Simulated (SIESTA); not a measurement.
# Cu in SIESTA: convergence with ElectronicTemperature

Cu:

```xyz
1
Lattice="-0.0086 1.7958 1.8017 1.8230 -0.0241 1.8172 1.7953 1.7836 0.0036" Properties=species:S:1:pos:R:3 pbc="T T T"
Cu    0.0083    0.0555   -0.0414
```

The cell isn't the ideal one: cell strained at random at fixed volume.

- Program: SIESTA 5.4.2
- Task: single point
- Functional: PBE
- Potentials or basis: PseudoDojo 0.4 standard (PBE files)
- Basis: DZP (energy shift 0.003 Ry; two zetas on semicore shells)
- Grid cutoff: 800 Ry
- Energy shift: 0.003 Ry
- k mesh: 10 × 10 × 10
- Occupations: fermi-dirac, width 0.5 eV
- Spin: no spin polarisation

These are the settings of the first run; the series varies ElectronicTemperature, with any setting tied to it.

Hardware: 1 thread of Arm Neoverse V1 (shared host).

Problem. The values tried are 0.5, 0.3, 0.2, 0.1, 0.05, 0.025, 0.01, loosest first. From which on does the energy stay within 1 meV/atom of the tightest run that finished?

Solution. From 0.1 on.

| ElectronicTemperature | energy less the tightest run, at zero smearing (meV/atom) | pressure (GPa) | SCF cycles | CPU time (s) | peak memory (GiB) |
| --- | --- | --- | --- | --- | --- |
| 0.5 | 18.01 | 3.44 | 9 | 19 | 0.18 |
| 0.3 | -5.15 | 2.02 | 9 | 19 | 0.18 |
| 0.2 | -4.64 | 1.75 | 9 | 19 | 0.18 |
| 0.1 | -0.87 | 1.63 | 8 | 17 | 0.18 |
| 0.05 | -0.20 | 1.60 | 8 | 17 | 0.18 |
| 0.025 | -0.05 | 1.65 | 8 | 18 | 0.18 |
| 0.01 | 0.00 | 1.71 | 8 | 18 | 0.18 |

Against the tightest run, the pressure stays within 0.1 GPa from 0.025 on. The tightest run that finished is the yardstick and may itself not be fully converged.

Caveat, for the tightest run too: short orbitals over semicore shells can move pressures by several GPa; the basis of atomic orbitals isn't converged, which shifts pressures, moduli and gaps.
